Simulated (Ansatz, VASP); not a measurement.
# NaI in two plane-wave programs, part 2 of 2

Wanted: the spread between two codes on one cell, functional and k mesh. The cell is taken from a series of VASP runs on this material, whose earlier steps may have relaxed, scaled or displaced it; both programs get it as it stands.

VASP 6.6.1 and Ansatz 0.2.0.

So far. Step 2 (Ansatz: elastic constants, LDA): The run ends at a pressure of -0.03 GPa.

**3. VASP: elastic constants, LDA**

Level of this step: LDA; plane waves and PAW (I, Na_pv) (VASP).

The same cell, functional (in two slightly different forms), mesh and smearing now go to VASP, with its own data sets and cutoff.

Lines of VASP's logs that name or quote its potential files are left out, and so is its time.

INCAR

```
SYSTEM = NaI
PREC = Accurate
ENCUT = 700
EDIFF = 1E-08
NELM = 100
ISMEAR = 0
SIGMA = 0.03
LREAL = .FALSE.
ALGO = Normal
GGA = CA
NBANDS = 13
LORBIT = 11
LWAVE = .FALSE.
LCHARG = .FALSE.
KPAR = 4
IBRION = 6
NFREE = 2
POTIM = 0.015
ISIF = 3
NSW = 1
```

POSCAR

```
NaI
1.0
    0.0000000000      3.1314787380      3.1314787380
    3.1314787380      0.0000000000      3.1314787380
    3.1314787380      3.1314787380      0.0000000000
I Na
1 1
Direct
    0.5000000000      0.5000000000      0.5000000000
    0.0000000000      0.0000000000      0.0000000000
```

KPOINTS

```
Automatic mesh
0
Gamma
8 8 8
0 0 0
```

Potentials, in the order of the species: I and Na_pv (LDA family, release 64).

Launch:

```console
$ mpirun -np 4 vasp_std
```

Numbers of over 12 decimals in the logs are rounded to 6 here.

The log of the run:

```text
[banner, memory and clock lines left out]
running    4 mpi-ranks, on    1 nodes
 distrk:  each k-point on    1 cores,    4 groups
 distr:  one band on    1 cores,    1 groups

 POSCAR found type information on POSCAR I Na
 POSCAR found :  2 types and       2 ions
 LDA part: xc-table for (Slater(with rela. corr.)+CA(PZ))
 , standard interpolation
 POSCAR, INCAR and KPOINTS ok, starting setup
 FFT: planning ... GRIDC
 FFT: planning ... GRID_SOFT
 FFT: planning ... GRID
 WAVECAR not read
 entering main loop
       N       E                     dE             d eps       ncg     rms          rms(c)
DAV:   1     0.893790614569E+02    0.89379E+02   -0.77175E+03   754   0.122E+03
DAV:   2     0.137421796697E+01   -0.88005E+02   -0.81727E+02   784   0.269E+02
DAV:   3    -0.588665271963E+01   -0.72609E+01   -0.72005E+01   959   0.702E+01
DAV:   4    -0.607868415118E+01   -0.19203E+00   -0.19194E+00   858   0.112E+01
DAV:   5    -0.608402606305E+01   -0.53419E-02   -0.53418E-02  1006   0.194E+00    0.177E+00
DAV:   6    -0.603036777027E+01    0.53658E-01   -0.53971E-02   899   0.169E+00    0.114E+00
DAV:   7    -0.601756166264E+01    0.12806E-01   -0.41728E-02   929   0.125E+00    0.486E-01
DAV:   8    -0.601719799289E+01    0.36367E-03   -0.27172E-03   839   0.475E-01    0.936E-02
DAV:   9    -0.601715835256E+01    0.39640E-04   -0.11982E-04   927   0.122E-01    0.293E-02
DAV:  10    -0.601715746702E+01    0.88554E-06   -0.15954E-05  1024   0.501E-02    0.501E-03
DAV:  11    -0.601715737525E+01    0.91769E-07   -0.77522E-07  1003   0.115E-02    0.405E-03
DAV:  12    -0.601715737732E+01   -0.20698E-08   -0.49308E-08   908   0.212E-03
   1 F= -.60171574E+01 E0= -.60171574E+01  d E =-.260893E-13
[... from here on, the cycles between the ionic steps are left out ...]
   2 F= -.60153415E+01 E0= -.60153415E+01  d E =-.479098E-27
   3 F= -.60151202E+01 E0= -.60151202E+01  d E =-.202315E-28
   9 F= -.60168320E+01 E0= -.60168320E+01  d E =-.934991E-27
  10 F= -.60168320E+01 E0= -.60168320E+01  d E =-.946993E-27
  11 F= -.60168320E+01 E0= -.60168320E+01  d E =-.672085E-27
  12 F= -.60168320E+01 E0= -.60168320E+01  d E =-.884744E-27
  13 F= -.60168320E+01 E0= -.60168320E+01  d E =-.939767E-27
  14 F= -.60170192E+01 E0= -.60170192E+01  d E =-.301254E-13
  15 F= -.60170192E+01 E0= -.60170192E+01  d E =-.301077E-13
  16 F= -.60170201E+01 E0= -.60170201E+01  d E =-.301684E-13
 Finite differences progress:
  Degree of freedom:   8/  8
  Displacement:        1/  2
  Total:              15/ 16
 bond charge predicted
       N       E                     dE             d eps       ncg     rms          rms(c)
DAV:   1    -0.601413004596E+01    0.28900E-02   -0.27183E+00  1734   0.100E+01    0.504E-02
DAV:   2    -0.601696157263E+01   -0.28315E-02   -0.28770E-02  1709   0.119E+00    0.136E-02
DAV:   3    -0.601701964415E+01   -0.58072E-04   -0.61992E-04  1910   0.172E-01    0.110E-02
DAV:   4    -0.601701993820E+01   -0.29405E-06   -0.24103E-05  1899   0.448E-02    0.345E-03
DAV:   5    -0.601702005314E+01   -0.11494E-06   -0.12943E-06  1905   0.896E-03    0.209E-03
DAV:   6    -0.601702005905E+01   -0.59099E-08   -0.55030E-08  1928   0.196E-03
  17 F= -.60170201E+01 E0= -.60170201E+01  d E =-.295505E-13
 Finite differences progress:
  Degree of freedom:   8/  8
  Displacement:        2/  2
  Total:              16/ 16
```

OUTCAR, selected parts (step 3):

```text
ion  position               nearest neighbor table
   1  0.500  0.500  0.500-   2 3.13   2 3.13   2 3.13   2 3.13   2 3.13   2 3.13
   2  0.000  0.000  0.000-   1 3.13   1 3.13   1 3.13   1 3.13   1 3.13   1 3.13

  LATTYP: Found a face centered cubic cell.
 ALAT       =     6.2629574760

 Subroutine GETGRP returns: Found 48 space group operations
 (whereof 48 operations were pure point group operations)

The static configuration has the point symmetry O_h .

 Found     29 irreducible k-points:

   k-points           NKPTS =     29   k-points in BZ     NKDIM =     29   number of bands    NBANDS=     13

   dimension x,y,z NGX =    40 NGY =   40 NGZ =   40
   dimension x,y,z NGXF=    80 NGYF=   80 NGZF=   80

   ENCUT  =  700.0 eV  51.45 Ry    7.17 a.u.   9.55  9.55  9.55*2*pi/ulx,y,z

   NELECT =      14.0000    total number of electrons

 k-points in reciprocal lattice and weights: Automatic mesh
   0.00000000  0.00000000  0.00000000       0.002
   0.12500000  0.00000000  0.00000000       0.016
   0.25000000  0.00000000  0.00000000       0.016
   0.37500000  0.00000000  0.00000000       0.016
   0.50000000  0.00000000  0.00000000       0.008
   0.12500000  0.12500000  0.00000000       0.012
   0.25000000  0.12500000  0.00000000       0.047
   0.37500000  0.12500000  0.00000000       0.047
   0.50000000  0.12500000  0.00000000       0.047
[...]
-0.37500000  0.50000000  0.12500000       0.023
  -0.25000000  0.50000000  0.25000000       0.012

 average (electrostatic) potential at core
       1 -93.3969       2 -45.3434

 E-fermi :   1.4985

 k-point     1 :       0.0000    0.0000    0.0000
  band No.  band energies     occupation
    ...
      3     -20.9495      2.00000
      4     -10.0051      2.00000
      5       1.3580      2.00000
      6       1.3581      2.00000
      7       1.3581      2.00000
      8       4.9878      0.00000
      9       9.1496      0.00000
     10       9.1496      0.00000
     11       9.1497      0.00000
     12      11.1839      0.00000
    ...

 k-point     2 :       0.1250    0.0000    0.0000
  band No.  band energies     occupation
    ...
      3     -20.9496      2.00000
      4      -9.9478      2.00000
      5       0.7891      2.00000
      6       1.3011      2.00000
      7       1.3012      2.00000
      8       5.5741      0.00000
      9       8.7725      0.00000
     10       9.3249      0.00000
     11       9.3249      0.00000
     12      10.7199      0.00000
    ...

 k-point     3 :       0.2500    0.0000    0.0000
  band No.  band energies     occupation
    ...
      3     -20.9498      2.00000
      4      -9.8028      2.00000
      5      -0.2070      2.00000
      6       1.1714      2.00000
      7       1.1714      2.00000
      8       6.2758      0.00000
      9       8.9123      0.00000
     10       9.2505      0.00000
     11       9.2507      0.00000
     12      10.9275      0.00000
    ...

  Total       -0.0022448     -0.0045085     -0.0045085     -0.0000000     -0.0000000      0.0000000
  in kB       -0.0585624     -0.1176162     -0.1176162     -0.0000000     -0.0000000      0.0000000
  external PRESSURE =      -0.0979316 kB  Pullay stress =       0.0000000 kB

  energy-cutoff  :      700.00
  volume of cell :       61.42
      direct lattice vectors                 reciprocal lattice vectors
     0.000000000  3.131478738  3.131478738    -0.159668975  0.159668975  0.159668975
     3.131478738  0.000000000  3.131478738     0.159668975 -0.159668975  0.159668975
     3.131478738  3.131478738  0.000000000     0.159668975  0.159668975 -0.159668975

 POSITION                                       TOTAL-FORCE (eV/Angst)
 -----------------------------------------------------------------------------------
      3.13148      3.13148      3.13148        -0.018425      0.000000      0.000000
     -0.01500      0.00000      0.00000         0.018425      0.000000      0.000000
 -----------------------------------------------------------------------------------
    total drift:                               -0.000144     -0.000000     -0.000000

  FREE ENERGIE OF THE ION-ELECTRON SYSTEM (eV)
  ---------------------------------------------------
  free  energy   TOTEN  =        -6.0170200590 eV

  energy  without entropy=       -6.0170200590  energy(sigma->0) =       -6.01702006

  SYMMETRIZED ELASTIC MODULI (kBar)
 Direction    XX          YY          ZZ          XY          YZ          ZX
 --------------------------------------------------------------------------------
 XX         446.9858     90.2352     90.2352      0.0000      0.0000     -0.0000
 YY          90.2352    446.9858     90.2352      0.0000     -0.0000      0.0000
 ZZ          90.2352     90.2352    446.9858      0.0000      0.0000      0.0000
 XY           0.0000      0.0000      0.0000     76.0074     -0.0000      0.0000
 YZ           0.0000     -0.0000      0.0000     -0.0000     76.0074      0.0000
 ZX          -0.0000      0.0000      0.0000      0.0000      0.0000     76.0074
 --------------------------------------------------------------------------------

 Eigenvectors and eigenvalues of the dynamical matrix
 ----------------------------------------------------

   1 f  =    3.928592 THz    24.684071 2PiTHz  131.043719 cm-1    16.247343 meV
             X         Y         Z           dx          dy          dz
      3.131479  3.131479  3.131479    -0.391843    0.000000    0.000000
      0.000000  0.000000  0.000000     0.920032   -0.000000    0.000000

   2 f  =    3.928592 THz    24.684071 2PiTHz  131.043719 cm-1    16.247343 meV
             X         Y         Z           dx          dy          dz
      3.131479  3.131479  3.131479     0.000000    0.000000   -0.391843
      0.000000  0.000000  0.000000     0.000000    0.000000    0.920032

   3 f  =    3.928592 THz    24.684071 2PiTHz  131.043719 cm-1    16.247343 meV
             X         Y         Z           dx          dy          dz
      3.131479  3.131479  3.131479     0.000000    0.391843    0.000000
      0.000000  0.000000  0.000000    -0.000000   -0.920032    0.000000

   4 f/i=    0.000905 THz     0.005686 2PiTHz    0.030185 cm-1     0.003743 meV
             X         Y         Z           dx          dy          dz
      3.131479  3.131479  3.131479     0.026993    0.438774   -0.808213
      0.000000  0.000000  0.000000     0.011497    0.186875   -0.344219

   5 f/i=    0.000905 THz     0.005686 2PiTHz    0.030185 cm-1     0.003743 meV
             X         Y         Z           dx          dy          dz
      3.131479  3.131479  3.131479     0.905505   -0.153879   -0.053297
      0.000000  0.000000  0.000000     0.385656   -0.065537   -0.022699

   6 f/i=    0.000905 THz     0.005686 2PiTHz    0.030185 cm-1     0.003743 meV
             X         Y         Z           dx          dy          dz
      3.131479  3.131479  3.131479     0.160594    0.793888    0.436361
      0.000000  0.000000  0.000000     0.068397    0.338118    0.185847

 ELASTIC MODULI CONTR FROM IONIC RELAXATION (kBar)
 Direction    XX          YY          ZZ          XY          YZ          ZX
 --------------------------------------------------------------------------------
 XX           0.0000      0.0000      0.0000      0.0000      0.0000      0.0000
 YY           0.0000      0.0000      0.0000      0.0000      0.0000      0.0000
 ZZ           0.0000      0.0000      0.0000      0.0000      0.0000      0.0000
 XY           0.0000      0.0000      0.0000      0.0000      0.0000      0.0000
 YZ           0.0000      0.0000      0.0000      0.0000      0.0000      0.0000
 ZX           0.0000      0.0000      0.0000      0.0000      0.0000      0.0000
 --------------------------------------------------------------------------------

 TOTAL ELASTIC MODULI (kBar)
 Direction    XX          YY          ZZ          XY          YZ          ZX
 --------------------------------------------------------------------------------
 XX         446.9858     90.2352     90.2352      0.0000      0.0000     -0.0000
 YY          90.2352    446.9858     90.2352      0.0000     -0.0000      0.0000
 ZZ          90.2352     90.2352    446.9858      0.0000      0.0000      0.0000
 XY           0.0000      0.0000      0.0000     76.0074     -0.0000      0.0000
 YZ           0.0000     -0.0000      0.0000     -0.0000     76.0074      0.0000
 ZX          -0.0000      0.0000      0.0000      0.0000      0.0000     76.0074
 --------------------------------------------------------------------------------

 total charge
# of ion       s       p       d       tot
------------------------------------------
    1        1.500   2.856   0.004   4.360
    2        0.052   5.979   0.000   6.031
--------------------------------------------------
tot          1.552   8.835   0.004  10.391

[... 3 further parts left out ...]
```

CONTCAR:

```
NaI
   1.00000000000000
     0.0000000000000000    3.1314787380000002    3.1314787380000002
     3.1314787380000002    0.0000000000000000    3.1314787380000002
     3.1314787380000002    3.1314787380000002    0.0000000000000000
  I               Na
     1     1
Direct
     0.5000000000000000    0.5000000000000000    0.5000000000000000
     0.0023950346234157   -0.0023950346234157   -0.0023950346234157
```

The last energy, forces, stress and levels in OUTCAR belong to the last displaced cell, not to the cell of POSCAR.

**4. Differences**

Known differences besides the potentials themselves: the two LDA forms differ slightly; the data sets hold 26 valence electrons in Ansatz (default PAW (the set named soft_2) files) and 14 in VASP; the cutoff is 420 eV in Ansatz and 700 eV in VASP; VASP's log shows a relativistic correction to its local exchange, Ansatz's none. Total energies have different zeros and are not compared.

Compared:

| quantity | Ansatz | VASP | difference |
| --- | --- | --- | --- |
| C11 (GPa) | 44.0 | 44.7 | -1.50 % |
| C22 (GPa) | 44.0 | 44.7 | -1.50 % |
| C33 (GPa) | 44.0 | 44.7 | -1.50 % |
| C12 (GPa) | 8.9 | 9.0 | -1.00 % |
| C13 (GPa) | 8.9 | 9.0 | -1.00 % |
| C23 (GPa) | 8.9 | 9.0 | -1.00 % |
| C44 (GPa) | 7.6 | 7.6 | +0.13 % |
| C55 (GPa) | 7.6 | 7.6 | +0.13 % |
| C66 (GPa) | 7.6 | 7.6 | +0.13 % |

**5. VASP: relaxation of cell and atoms, r2SCAN**

The relaxed volume is the usual yardstick between codes: its relative difference is about their pressure difference at one cell divided by the bulk modulus. The cell compared in this pair holds 67.09 Å³, against 61.42 Å³ for the pair before.

INCAR

```
SYSTEM = NaI
PREC = Accurate
ENCUT = 500
EDIFF = 1E-07
NELM = 100
ISMEAR = 0
SIGMA = 0.03
LREAL = .FALSE.
ALGO = Normal
METAGGA = R2SCAN
LASPH = .TRUE.
NBANDS = 13
LORBIT = 11
LWAVE = .FALSE.
LCHARG = .FALSE.
KPAR = 4
IBRION = 2
NSW = 50
ISIF = 3
EDIFFG = -0.002
```

POSCAR

```
NaI
1.0
    0.0000000000      3.2250574859      3.2250574859
    3.2250574859      0.0000000000      3.2250574859
    3.2250574859      3.2250574859      0.0000000000
I Na
1 1
Direct
    0.5000000000      0.5000000000      0.5000000000
    0.0000000000      0.0000000000      0.0000000000
```

KPOINTS

```
Automatic mesh
0
Gamma
6 6 6
0 0 0
```

Potentials, in the order of the species: I and Na_pv (PBE family, release 64).

Launch:

```console
$ mpirun -np 4 vasp_std
```

The log of the run:

```text
[banner, memory and clock lines left out]
running    4 mpi-ranks, on    1 nodes
[...]
|                                                                             |
|               ----> ADVICE to this user running VASP <----                  |
|                                                                             |
|     You enforced a specific xc type in the INCAR file but a different       |
|     [... a line on the potential file left out ...]
|     I HOPE YOU KNOW WHAT YOU ARE DOING!                                     |
|                                                                             |

 LDA part: xc-table for (None), standard interpolation
 POSCAR, INCAR and KPOINTS ok, starting setup
[...]
entering main loop
       N       E                     dE             d eps       ncg     rms          rms(c)
DAV:   1     0.569241138742E+02    0.56924E+02   -0.68315E+03   416   0.959E+02
DAV:   2    -0.257976448101E+02   -0.82722E+02   -0.76411E+02   426   0.227E+02
DAV:   3    -0.324129392552E+02   -0.66153E+01   -0.65694E+01   541   0.643E+01
DAV:   4    -0.325734404852E+02   -0.16050E+00   -0.16044E+00   477   0.106E+01
[...]
DAV:  14    -0.310857392218E+02   -0.13732E-06   -0.25551E-08   293   0.203E-03    0.448E-04
DAV:  15    -0.310857389690E+02    0.25283E-06   -0.21317E-09   238   0.459E-04    0.873E-05
DAV:  16    -0.310857390218E+02   -0.52752E-07   -0.41647E-10   238   0.249E-04
   1 F= -.31085739E+02 E0= -.31085739E+02  d E =-.310857E+02
[...]
reached required accuracy - stopping structural energy minimisation
```

Parts of OUTCAR (step 5):

```text
  Total       -0.0009729     -0.0009729     -0.0009729      0.0000000     -0.0000000      0.0000000
  in kB       -0.0232339     -0.0232339     -0.0232339      0.0000000     -0.0000000      0.0000000
  external PRESSURE =      -0.0232339 kB  Pullay stress =       0.0000000 kB

 POSITION                                       TOTAL-FORCE (eV/Angst)
 -----------------------------------------------------------------------------------
      3.22506      3.22506      3.22506        -0.000000     -0.000000     -0.000000
      0.00000      0.00000      0.00000         0.000000      0.000000      0.000000
 -----------------------------------------------------------------------------------
    total drift:                                0.000000      0.000000      0.000000

  FREE ENERGIE OF THE ION-ELECTRON SYSTEM (eV)
  ---------------------------------------------------
  free  energy   TOTEN  =       -31.0857390218 eV

  energy  without entropy=      -31.0857390218  energy(sigma->0) =      -31.08573902

 reached required accuracy - stopping structural energy minimisation

[... 3 further parts left out ...]
[key lines of the parts left out:]
E-fermi :   0.7657
```

The gap is read on the k-mesh alone, so it is an upper bound where the band edges lie off the mesh.

**6. Ansatz: relaxation of cell and atoms, r2SCAN**

The same cell, functional, mesh and smearing now go to Ansatz, which takes its cutoff from its data sets.

The cell is taken from a series of VASP runs on this material, whose earlier steps may have relaxed, scaled or displaced it; both programs get it as it stands.

input.yaml

```yaml
crystal:
  lattice:
    - [0.0, 3.2250574859, 3.2250574859]
    - [3.2250574859, 0.0, 3.2250574859]
    - [3.2250574859, 3.2250574859, 0.0]
  atoms:
    - { symbol: I, position: [0.5, 0.5, 0.5] }
    - { symbol: Na, position: [0.0, 0.0, 0.0] }
hamiltonian:
  xc: r2scan
  pseudopotentials: { kind: paw }
kpoints:
  mp_grid: { grid: [6, 6, 6] }
scf:
  occupations: { method: gaussian, width: 0.03 }
relax:
  f_tol: 0.01
  max_steps: 60
  cell: { stress_tol: 0.05 }
output:
  forces: true
  stress: true
```

Launch:

```console
$ ansatz run input.yaml --threads 4 --pin off --max-ram 9216MiB --backend cpu --events-out ev --progress --plain --runs-dir out
```

The log of the run:

```text
[...]
Crystal: 2 atoms, lattice volume = 67.088 Å³
Basis set: ecut = 500 eV, 1687 PW (Γ), exchange–correlation on 144×144×144 points (64 copies of the dense FFT grid, shifted against one another)
Bands: 17, of which v1, the nominal top of the filled ones, is band 13 counted from 1 (12 counted from 0)
Symmetry: 48 space group operations
[...]
k-points: 16 of 216
[...]
P = ⅓ Tr σ = 0.0419 GPa (0.419 kbar)
--- Relaxed structure (2 steps of the walk, 2 accepted, 1 SCFs on fresh bases) ---
  F+E_penalty+E_count = -9019.60491497 eV   max|allowed force component| = 6.008e-29 eV/Å   (the final SCF, on the basis selected at the relaxed cell)
  cell:  # Å, volume = 67.2630 Å³
    - [0, 3.227865, 3.227865]
    - [3.227865, 0, 3.227865]
    - [3.227865, 3.227865, 0]
  atoms:
    - { symbol: I, position: [0.500000, 0.500000, 0.500000] }
    - { symbol: Na, position: [0, 0, 0] }
[key lines of the parts left out:]
SCF converged after 6 iterations
Free energy (F): -9019.604915 eV
Fermi energy:    5.004375 eV
```

It took 2 s on 4 threads of AMD EPYC 9B45 (Zen 5), shared host; peak memory 0.61 GiB.

**7. Side by side**

What differs besides the data sets and the points named for the pairs above, as far as they apply: VASP keeps PBE cores, Ansatz makes them for the functional; both relaxations stop at a tolerance, which leaves soft axes loose, and VASP keeps its plane-wave basis; Ansatz adds a Pulay correction to the stress that steers its cell, VASP none. Total energies have different zeros and are not compared.

Both answers:

| quantity | Ansatz | VASP | difference |
| --- | --- | --- | --- |
| volume (Å³) | 67.26 | 67.09 | +0.26 % |
| edge a after relaxation, in the typed setting (Å) | 4.565 | 4.561 | +0.09 % |

The walks stopped with 0.04 GPa left in Ansatz and 0.00 GPa in VASP; each walk ends within a tolerance, so the volume difference is uncertain by about these residues over the bulk modulus, most in soft cells.

**8. Outcome**

```
difference in C11 (elastic constants, LDA)                  : -1.5 %
difference in volume (relaxation of cell and atoms, r2SCAN) : 0.26 %
```

The difference in C11 is -1.5 % (elastic constants, LDA), within the 5 % picked in this series as the mark of a large difference. How closely two codes agree says nothing of how well the functional describes the real material.

[Lines on the potential files, build, host, timing and source positions are cut from VASP's logs without a mark.]

[Logs are printed without paths, hosts, clocks, repeated set-up lines and the standing remarks that a program may print on its own settings, such as how far it seeks lower states.]

[Hosts, paths, dates, database ids (printed as entryN), source tags and the programs' standing remarks are cut or masked in the printed files.]
